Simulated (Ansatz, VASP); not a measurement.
# Al in VASP and in Ansatz

```
Al
1.0
     0.00000    2.02120    2.02120
     2.02120    0.00000    2.02120
     2.02120    2.02120    0.00000
Al
1
Direct
  0.00000 0.00000 0.00000
```

Alike in both runs: functional PBE; k mesh 20 × 20 × 20; occupations fermi-dirac, width 0.15 eV; no spin polarisation.

Ansatz relaxed the structure, and its values are those at the end. VASP's run is a single point on that final structure, the one shown.

```csv
,VASP,Ansatz
version,VASP 6.6.1,Ansatz 0.2.0
potentials or method,"VASP PAW PBE potentials, release 64 (Al)","scalar-relativistic, plane waves, PAW"
plane-wave cutoff (eV),520,420
valence electrons in the cell,3,3
```

```tsv
	VASP	Ansatz	Ansatz less VASP
gap on the k mesh at the Fermi level (eV)	none	none	-
pressure (GPa)	0.0	0.0	+0.04
```

A gap of «none» marks a metal or a gap that the smearing closes. With one functional, cell and mesh, what is left measures potentials, basis and numerics.
